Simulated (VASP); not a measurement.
Set up this calculation in VASP 6.6.1, as the native input.

| Quantity | Value |
| --- | --- |
| Task | single point |
| Functional | LDA |
| Potentials or basis | VASP PAW LDA potentials, release 64 (Ru_pv, Al) |
| Cutoff | 520 eV |
| k mesh | 5 × 5 × 5 |
| Occupations | fermi-dirac, width 0.01 eV |
| Spin | no spin polarisation |
| Dipole correction | no |
| Further INCAR settings | ALGO = Normal; EDIFF = 1e-07; NBANDS = 16 |

The structure of AlRu lies in POSCAR:

```
AlRu
1.0
    2.9916000000      0.0000000000      0.0000000000
    0.0000000000      2.9916000000      0.0000000000
    0.0000000000      0.0000000000      2.9916000000
Ru Al
1 1
Direct
    0.4935270000      0.5223210000      0.5094120000
   -0.0101110000     -0.0020150000     -0.0204830000
```

One way to write it, as run:

INCAR

```
SYSTEM = AlRu
PREC = Accurate
ENCUT = 520
EDIFF = 1E-7
ISMEAR = -1
SIGMA = 0.01
LREAL = .FALSE.
LASPH = .TRUE.
NELM = 100
ALGO = Normal
ISIF = 2
LWAVE = .FALSE.
LCHARG = .FALSE.
NBANDS = 16
```

KPOINTS

```
regular mesh
0
G
  5 5 5
  0 0 0
```

Potentials or basis: VASP PAW LDA potentials, release 64 (Ru_pv, Al).

The run is started by

```sh
$ cat potpaw_LDA.64/Ru_pv/POTCAR potpaw_LDA.64/Al/POTCAR > POTCAR
$ mpirun -np 1 vasp_std > vasp.out
```

It gave:

```json
{
 "Pressure": "-6.0 GPa",
 "Largest force": "0.849 eV/Å",
 "Band gap on the k mesh": "none (metal or under the smearing width)"
}
```

Caveat: the k mesh is coarse (spacing up to 0.42 Å⁻¹), so the values aren't converged.

Run time: 10 s on 1 thread of AMD EPYC 9R45 96-Core Processor (Zen 5), on a shared host, peak memory 0.11 GiB.
